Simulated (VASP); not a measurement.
# SnO: relaxation of cell and atoms with PBE+D3(BJ)

Crystal: SnO.

```
Sn O
1.0
     3.35500    0.00000    0.00000
     0.00000    5.67410    0.00000
     0.00000    0.00000    4.22197
Sn O
2 2
Direct
  0.00000 0.23191 0.51314
  0.50000 0.76809 0.01314
  0.00000 0.89125 0.73686
  0.50000 0.10875 0.23686
```

The cell comes from a database or a generator and needn't be the stable form of this composition.

```json
{
 "Program": "VASP 6.6.1",
 "Task": "relaxation of cell and atoms",
 "Functional": "PBE",
 "Dispersion": "D3(BJ)",
 "Potentials or basis": "VASP PAW PBE potentials, release 64 (Sn_d, O)",
 "Cutoff": "600 eV",
 "k mesh": "8 × 6 × 6",
 "Occupations": "gaussian, width 0.02 eV",
 "Spin": "no spin polarisation",
 "Dipole correction": "no",
 "Further INCAR settings": "ALGO = Fast; EDIFF = 1e-07; IBRION = 2; EDIFFG = -0.005; NSW = 100; ISIF = 3"
}
```

```yaml
Relaxed_volume: 18.50 Å³/atom
Relaxed_cell: a = 3.349 Å, b = 5.725 Å, c = 3.860 Å, α = 90.00°, β = 90.00°, γ = 90.00°
Space_group_after_relaxing_to_0.05_Å: Pmn2_1 (No. 31)
Energy_gained_by_relaxing: 6.1 meV/atom
Ionic_steps: 47
Pressure_after_relaxing: 0.0 GPa
Band_gap_on_the_k_mesh: 1.28 eV, indirect (least direct gap 1.87 eV)
Dispersion_energy_per_atom: -0.224 eV
```

Forces on the atoms (eV/Å):
```
Sn   0.000  0.001  0.000
Sn   0.000 -0.001  0.000
O    0.000 -0.003  0.000
O    0.000  0.003  0.000
```

The path:
```tsv
step	energy change (eV)	largest force (eV/Å)	pressure (GPa)	volume (Å³)
1	0.0000	0.0657	-1.15	80.37
3	-0.0044	0.1811	0.01	79.23
5	-0.0095	0.0735	-0.06	78.00
7	-0.0112	0.0685	-0.06	77.57
9	-0.0127	0.1722	-0.09	75.18
11	-0.0156	0.0614	0.11	75.77
13	-0.0170	0.0545	-0.08	75.46
15	-0.0180	0.0908	-0.41	75.27
17	-0.0212	0.0740	-0.31	74.28
19	-0.0215	0.0664	-0.25	73.98
21	-0.0221	0.0366	0.18	73.79
23	-0.0232	0.0491	-0.01	74.04
25	-0.0235	0.0263	0.05	74.14
27	-0.0239	0.0213	-0.06	74.41
29	-0.0240	0.0115	-0.01	74.49
31	-0.0241	0.0127	-0.03	74.50
33	-0.0241	0.0274	-0.25	74.51
35	-0.0242	0.0128	-0.13	74.48
37	-0.0243	0.0247	0.02	74.30
39	-0.0243	0.0227	0.00	74.31
41	-0.0243	0.0090	-0.05	74.25
43	-0.0244	0.0086	-0.02	74.17
45	-0.0244	0.0059	0.00	74.05
47	-0.0244	0.0026	0.00	74.01
```

Final structure:
```yaml
crystal:
  lattice:
    - [3.34932, 0.00000, 0.00000]
    - [0.00000, 5.72483, 0.00000]
    - [0.00000, 0.00000, 3.85990]
  atoms:
    - { symbol: Sn, position: [0.00000, 0.23573, 0.53086] }
    - { symbol: Sn, position: [0.50000, 0.76427, 0.03086] }
    - { symbol: O, position: [0.00000, 0.88168, 0.71915] }
    - { symbol: O, position: [0.50000, 0.11832, 0.21915] }
```

Levels at points of the mesh, in eV from the valence-band top:
| k point | band 18 | band 19 | band 20 | band 21 | band 22 | band 23 |
| --- | --- | --- | --- | --- | --- | --- |
| (0.00, 0.00, 0.00) | -2.60 | -2.15 | 0.00 | 3.25 | 3.46 | 6.34 |
| (0.50, 0.00, 0.00) | -2.65 | -1.24 | -1.24 | 2.53 | 2.53 | 5.77 |
| (0.00, 0.50, 0.00) | -2.64 | -1.80 | -1.48 | 3.35 | 4.53 | 5.17 |
| (0.50, 0.50, 0.00) | -2.65 | -1.08 | -1.08 | 1.98 | 1.98 | 6.36 |
| (0.00, 0.00, 0.50) | -3.15 | -1.39 | -1.39 | 2.50 | 2.50 | 5.53 |
| (0.50, 0.00, 0.50) | -3.51 | -1.26 | -1.26 | 2.23 | 2.23 | 4.65 |
| (0.00, 0.50, 0.50) | -2.97 | -1.46 | -1.46 | 1.96 | 1.96 | 5.98 |
| (0.50, 0.50, 0.50) | -3.77 | -0.50 | -0.50 | 2.41 | 2.41 | 4.21 |

It took 40 min on 1 thread of Intel(R) Xeon(R) 6975P-C (Granite Rapids), on a shared host, peak memory 0.36 GiB.

Caveat: spin-orbit coupling is left out, which moves the levels of the heavy elements. A k mesh can miss the band edges.
